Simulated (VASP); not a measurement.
Here is a VASP 6.6.1 calculation.

Contents of INCAR:

```
SYSTEM = Ta2H3
PREC = Accurate
ENCUT = 520
EDIFF = 1E-6
ISMEAR = 0
SIGMA = 0.05
LREAL = .False.
LASPH = .True.
NELM = 80
ALGO = Normal
ISIF = 2
LWAVE = .False.
LCHARG = .False.
GGA = RP
IBRION = 2
NSW = 40
EDIFFG = -0.01
```

Contents of KPOINTS:

```
regular mesh
0
Gamma
  8 8 6
  0 0 0
```

Contents of POSCAR:

```
Ta2H3
1.0
    3.6818478800      0.0000000000      0.0000000000
   -1.8409239400      3.1885738000      0.0000000000
    0.0000000000      0.0000000000      4.4904225400
Ta H
2 3
Direct
    0.6666666700      0.3333333300      0.8371703600
    0.3333333300      0.6666666700      0.1628296400
    0.0000000000      0.0000000000      0.0000000000
    0.6666666700      0.3333333300      0.3496741700
    0.3333333300      0.6666666700      0.6503258300
```

Potentials or basis: VASP PAW PBE potentials, release 64 (Ta_pv, H).

Command:

```console
$ cat potpaw_PBE.64/Ta_pv/POTCAR potpaw_PBE.64/H/POTCAR > POTCAR
$ mpirun -np 1 vasp_std > vasp.out
```

Q: Estimate the band gap on the k mesh.

A: None (metal or under the smearing width).

Q: Estimate the energy gained by relaxing.

A: 213.8 meV/atom.

Final structure:
```yaml
crystal:
  lattice:
    - [3.68185, 0.00000, 0.00000]
    - [-1.84092, 3.18857, 0.00000]
    - [0.00000, 0.00000, 4.49042]
  atoms:
    - { symbol: Ta, position: [0.66667, 0.33333, 0.78742] }
    - { symbol: Ta, position: [0.33333, 0.66667, 0.21258] }
    - { symbol: H, position: [0.00000, 0.00000, 0.00000] }
    - { symbol: H, position: [0.66667, 0.33333, 0.33163] }
    - { symbol: H, position: [0.33333, 0.66667, 0.66837] }
```

 Spin-orbit coupling is left out, which matters for the levels of Ta.
